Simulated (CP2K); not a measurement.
N:

```
N
1.0
     2.51947    0.00000    0.00000
    -1.25974    2.18193    0.00000
     0.00000    0.00000    2.44600
N
2
Direct
  0.33333 0.66667 0.75000
  0.66667 0.33333 0.25000
```

The real solid is made of molecules; this cell is a model form.

Base run:

* Program: CP2K 2026.2
* Functional: PBE
* Potentials or basis: all electrons (GAPW); pob-TZVP-rev2 basis
* Density cutoff: 6803 eV
* k mesh: 12 × 12 × 11
* Occupations: fermi-dirac, width 0.05 eV
* Spin: no spin polarisation

Its results: band gap on the k mesh none (metal or under the smearing width); pressure 13.8 GPa.

**Question.** The run is repeated on the same cell with these changes: potentials or basis from all electrons (GAPW); pob-TZVP-rev2 basis to all electrons (GAPW); pob-DZVP-rev2 basis; basis sets from N pob-TZVP-rev2 to N pob-DZVP-rev2. What comes out?

**Answer.** Band gap on the k mesh none (metal or under the smearing width); pressure 10.0 GPa.

Caveats: the basis of atomic orbitals isn't converged, which shifts pressures, moduli and gaps.
